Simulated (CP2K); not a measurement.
TiAl3:

```
CELL_PARAMETERS angstrom
5.06249 0.00000 0.00000
2.17669 4.57065 0.00000
-3.61959 -2.28532 2.70271
ATOMIC_POSITIONS crystal
Ti 0.00000 0.00000 0.00000
Al 0.25000 0.75000 0.50000
Al 0.75000 0.25000 0.50000
Al 0.50000 0.50000 0.00000
```

The cell comes from a database or a generator and needn't be the stable form of this composition.

Base run:

| Item | Value |
| --- | --- |
| Program | CP2K 2026.2 |
| Functional | PW91 |
| Potentials or basis | POTENTIAL_UZH Ti GTH-PBE-q12, Al GTH-PBE-q3; TZVP-MOLOPT-PBE-GTH basis |
| Density cutoff | 9184 eV |
| k mesh | 10 × 10 × 10 |
| Occupations | fermi-dirac, width 0.05 eV |
| Spin | no spin polarisation |

Its results: band gap on the k mesh none (metal or under the smearing width); pressure 2.0 GPa.

After a change of settings the same cell gave: band gap on the k mesh none (metal or under the smearing width); pressure 0.9 GPa. Which change was it?
A. functional from PW91 to WC
B. functional from PW91 to LDA
C. functional from PW91 to OLYP
D. functional from PW91 to PBE

A.

WC binds more tightly than PW91, so the same cell stands under less pressure.

Caveats: the potentials were made for another functional, which shifts forces and pressure; the basis of atomic orbitals isn't converged, which shifts pressures, moduli and gaps.
